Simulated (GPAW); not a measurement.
# KBr: optical spectrum from first principles, part 2 of 2

Aim: the dielectric function of KBr, and the optical constants that follow from it.

GPAW 26.7.0; DFT, PBE, plane-wave PAW (GPAW data sets), scalar-relativistic, RPA, optical limit.

So far. Step 2 (Ground state): There is a gap, 4.44 eV on this mesh (points off the mesh can give less), so no carriers' term is needed.

### Step 4. Dielectric function, RPA

Transitions between filled and empty bands, summed over the zone, give the optical response, so mesh, band count and broadening shape it.

The induced potential is part of this response.

This step: DFT, PBE, plane-wave PAW (GPAW data sets), scalar-relativistic, RPA, optical limit (GPAW 26.7.0).

df.py reads:

```python
from gpaw.response.df import DielectricFunction

df = DielectricFunction('full.gpw', frequencies={'type': 'nonlinear', 'domega0': 0.03, 'omega2': 8},
                        ecut=50,
                        eta=0.15,
                        nbands=42,
                        txt='df.txt')
for direction in ['x', 'z']:
    df.get_dielectric_function(xc='RPA', direction=direction, filename=f'df_{direction}.csv')
```

Run with:

```bash
$ OMP_NUM_THREADS=1 python df.py
```

Numbers of over 12 decimals in the logs are rounded to 6 here.

Output:

```text
Using integrator: PointIntegrator
NonLinearFrequencyDescriptor(from 0.000 to 62.602 eV, 493 points)
Nonperiodic BCs:  [False False False]
Using integrator: PointIntegrator
NonLinearFrequencyDescriptor(from 0.000 to 62.602 eV, 493 points)
Nonperiodic BCs:  [False False False]

Calculating chi0 body with:
    Ground state adapter containing:
    Number of spins: 1
    Number of kpoints: 729
    Number of irreducible kpoints: 35
    Number of completely occupied states: 8
    Number of partially occupied states: 8

    Linear response parametrization:
    q_c: [0.0, 0.0, 0.0]
    Number of frequency points: 493
    Planewave cutoff: 50.0
    Number of bands: 42
    Number of planewaves: 59
    Broadening (eta): 0.15

Integrating chi0 body.

Symmetries of q_c:
    Direct symmetries (Uq -> q): 48
    Indirect symmetries (TUq -> q): 0
In total 48 allowed symmetries.

35 groups of equivalent kpoints. 95.198903% reduction.

Integral kind: spectral function

Calculating chi0 optical extensions with:
    Ground state adapter containing:
    Number of spins: 1
    Number of kpoints: 729
    Number of irreducible kpoints: 35
    Number of completely occupied states: 8
    Number of partially occupied states: 8

    Linear response parametrization:
    Number of frequency points: 493
    Planewave cutoff: 50.0
    Number of bands: 42
    Number of planewaves: 59
    Broadening (eta): 0.15
Integrating chi0 head and wings.

Symmetries of q_c:
    Direct symmetries (Uq -> q): 48
    Indirect symmetries (TUq -> q): 0
In total 48 allowed symmetries.

35 groups of equivalent kpoints. 95.198903% reduction.

Integral kind: spectral function wings
```

The job ended after 7.9 s (1 thread of Arm Neoverse V2, shared host; peak memory 0.28 GiB).

Numbers from this step:

| Item | Value |
| --- | --- |
| electronic dielectric constant ε∞, mean over x, y and z (by symmetry where fewer were run) | 2.356 |
| main peak of Im epsilon, first axis | 6.953 eV |

Values under the direct gap are tails of Lorentzian lines. The Im ε, E ∥ x or z by photon energy; read off at these points:

| photon energy (eV) | Im ε, E ∥ x or z |
| --- | --- |
| 0.00 | 0 |
| 0.50 | 0.00272 |
| 1.00 | 0.00560 |
| 1.50 | 0.00888 |
| 2.00 | 0.0128 |
| 2.50 | 0.0180 |
| 3.00 | 0.0254 |
| 3.50 | 0.0376 |
| 4.00 | 0.0653 |
| 4.50 | 0.202 |
| 5.00 | 0.488 |
| 5.50 | 0.899 |
| 5.56 | 0.940 |
| 6.00 | 0.848 |
| 6.50 | 1.66 |
| 6.93 | 2.74 |
| 7.00 | 2.72 |
| 7.50 | 2.61 |
| 8.00 | 1.81 |
| 8.50 | 1.30 |
| 9.00 | 1.55 |
| 9.50 | 2.29 |
| 10.00 | 2.54 |
| 10.50 | 2.30 |
| 11.00 | 1.77 |
| 11.50 | 1.06 |
| 12.00 | 0.886 |
| 12.50 | 0.904 |
| 13.00 | 0.578 |
| 13.50 | 0.309 |

Re ε, E ∥ x or z against photon energy:

photon energy (eV), Re ε, E ∥ x or z and a bar from the least value:
```
      0.0       2.36 ####################
      0.5       2.36 ####################
      1.0       2.37 ####################
      1.5       2.40 ####################
      2.0       2.43 #####################
      2.5       2.48 #####################
      3.0       2.56 ######################
      3.5       2.66 ######################
      4.0       2.82 ########################
      4.5       3.07 ##########################
      5.0       3.03 ##########################
      5.5       3.25 ###########################
      6.0       3.57 ##############################
      6.5       3.25 ###########################
      7.0       2.87 ########################
      7.5       1.75 ###############
      8.0       1.42 ############
      8.5       1.55 #############
      9.0       2.16 ##################
      9.5       1.88 ################
     10.0       1.22 ###########
     10.5       0.59 #####
     11.0      -0.08 
     11.5       0.23 ###
     12.0       0.55 #####
     12.5       0.50 #####
     13.0       0.49 #####
     13.5       0.64 ######
```

The reflectivity at normal incidence, E ∥ x or z by photon energy; read off at these points:

| photon energy (eV) | reflectivity at normal incidence, E ∥ x or z (%) |
| --- | --- |
| 0.00 | 4.45 |
| 0.50 | 4.47 |
| 1.00 | 4.53 |
| 1.50 | 4.63 |
| 2.00 | 4.79 |
| 2.50 | 5.01 |
| 3.00 | 5.31 |
| 3.50 | 5.75 |
| 4.00 | 6.43 |
| 4.50 | 7.52 |
| 5.00 | 7.61 |
| 5.50 | 9.15 |
| 6.00 | 10.2 |
| 6.50 | 11.2 |
| 6.93 | 15.0 |
| 7.00 | 14.6 |
| 7.50 | 14.0 |
| 8.00 | 9.49 |
| 8.50 | 6.15 |
| 9.00 | 8.20 |
| 9.50 | 12.0 |
| 10.00 | 14.7 |
| 10.50 | 16.2 |
| 11.00 | 20.3 |
| 11.50 | 12.4 |
| 12.00 | 6.78 |
| 12.50 | 7.46 |
| 13.00 | 5.39 |
| 13.50 | 2.00 |

The loss function −Im 1/ε at q → 0, E ∥ x or z has structure finer than the step of the table below, so its rows give means over 0.5 eV, whole bins alone (the curve runs from 0 to 14.0 eV). Peaks (eV: height): 8.21: 0.363, 11.63: 0.957, 12.92: 1.02.

Values under the direct gap are tails of Lorentzian lines. Table of loss function −Im 1/ε at q → 0, E ∥ x or z by energy loss; means over each step:

| energy loss (eV) | loss function −Im 1/ε at q → 0, E ∥ x or z |
| --- | --- |
| 0.5 | 4.9e-4 |
| 1.0 | 1.0e-3 |
| 1.5 | 0.00155 |
| 2.0 | 0.00217 |
| 2.5 | 0.00292 |
| 3.0 | 0.00390 |
| 3.5 | 0.00537 |
| 4.0 | 0.00858 |
| 4.5 | 0.0230 |
| 5.0 | 0.0512 |
| 5.5 | 0.0730 |
| 6.0 | 0.0727 |
| 6.5 | 0.113 |
| 7.0 | 0.167 |
| 7.5 | 0.269 |
| 8.0 | 0.346 |
| 8.5 | 0.308 |
| 9.0 | 0.225 |
| 9.5 | 0.263 |
| 10.0 | 0.327 |
| 10.5 | 0.416 |
| 11.0 | 0.607 |
| 11.5 | 0.888 |
| 12.0 | 0.835 |
| 12.5 | 0.874 |
| 13.0 | 0.988 |
| 13.5 | 0.578 |

Values under the direct gap are tails of Lorentzian lines. Im ε, E ∥ x or z against photon energy; read off at these points:

| photon energy (eV) | without local fields | with local fields |
| --- | --- | --- |
| 0.00 | 0 | 0 |
| 0.50 | 0.00387 | 0.00272 |
| 1.00 | 0.00799 | 0.00560 |
| 1.50 | 0.0126 | 0.00888 |
| 2.00 | 0.0182 | 0.0128 |
| 2.50 | 0.0255 | 0.0180 |
| 3.00 | 0.0357 | 0.0254 |
| 3.50 | 0.0521 | 0.0376 |
| 4.00 | 0.0875 | 0.0653 |
| 4.50 | 0.249 | 0.202 |
| 5.00 | 0.586 | 0.488 |
| 5.50 | 1.14 | 0.899 |
| 6.00 | 1.24 | 0.848 |
| 6.50 | 2.69 | 1.66 |
| 6.87 | 4.36 | 2.60 |
| 6.93 | 4.35 | 2.74 |
| 7.00 | 4.18 | 2.72 |
| 7.50 | 3.56 | 2.61 |
| 8.00 | 2.59 | 1.81 |
| 8.50 | 2.23 | 1.30 |
| 9.00 | 3.73 | 1.55 |
| 9.35 | 4.13 | 2.04 |
| 9.50 | 3.77 | 2.29 |
| 10.00 | 3.01 | 2.54 |
| 10.50 | 1.93 | 2.30 |
| 11.00 | 1.05 | 1.77 |
| 11.50 | 0.826 | 1.06 |
| 12.00 | 0.971 | 0.886 |
| 12.50 | 0.980 | 0.904 |
| 13.00 | 0.663 | 0.578 |
| 13.50 | 0.416 | 0.309 |

Optical constants at common wavelengths, from n + ik = √ε:

| wavelength (nm) | n | k | R (%) | 1/α |
| --- | --- | --- | --- | --- |
| 800 | 1.55 | 0.003 | 4.6 | 21 µm |
| 633 | 1.56 | 0.004 | 4.8 | 13 µm |
| 532 | 1.57 | 0.005 | 4.9 | 8.3 µm |
| 365 | 1.62 | 0.011 | 5.6 | 2.7 µm |
| 308 | 1.68 | 0.020 | 6.5 | 1.2 µm |
| 248 | 1.75 | 0.140 | 7.6 | 141 nm |
| 193 | 1.89 | 0.442 | 11.6 | 35 nm |

Below the direct gap, k and the depth come from the tails of the Lorentzian lines, not from transitions.

Rows near the edge hang on the gap, which this functional as a rule makes too small, and phonon-assisted absorption is left out.

### Step 5. Outcome

```json
{
 "electronic dielectric constant ε∞, mean over x, y and z (by symmetry where fewer were run) (RPA)": "2.36",
 "main peak of Im epsilon, first axis": "6.95 eV"
}
```

**Reading.** At this level (PBE, RPA) KBr has ε∞ = 2.36 and n = 1.54 at 1550 nm, and Im ε peaks at 7.0 eV. On the mesh the gap is 4.44 eV and the least direct gap 4.44 eV. Local fields change the static value along x from 2.82 to 2.36 (-17 %). Distinct maxima of Im ε, read by a parabola through the highest points, lie at 6.46 eV (1.7), 6.95 eV (2.8), 9.98 eV (2.6) and 10.43 eV (2.4). Excitons and phonon-assisted transitions are missing; PBE gaps are as a rule too small, which pulls the onset down and ε∞ up. The sum runs over mesh points, so small or evenly spaced maxima can still be ripples of the mesh.

[Machine, clock and banner lines and Python warnings are left out of the logs.]

[Logs are printed without paths, hosts, clocks, repeated set-up lines and the standing remarks that a program may print on its own settings, such as how far it seeks lower states.]

[Hosts, paths, dates, database ids (printed as entryN), source tags and the programs' standing remarks are cut or masked in the printed files.]
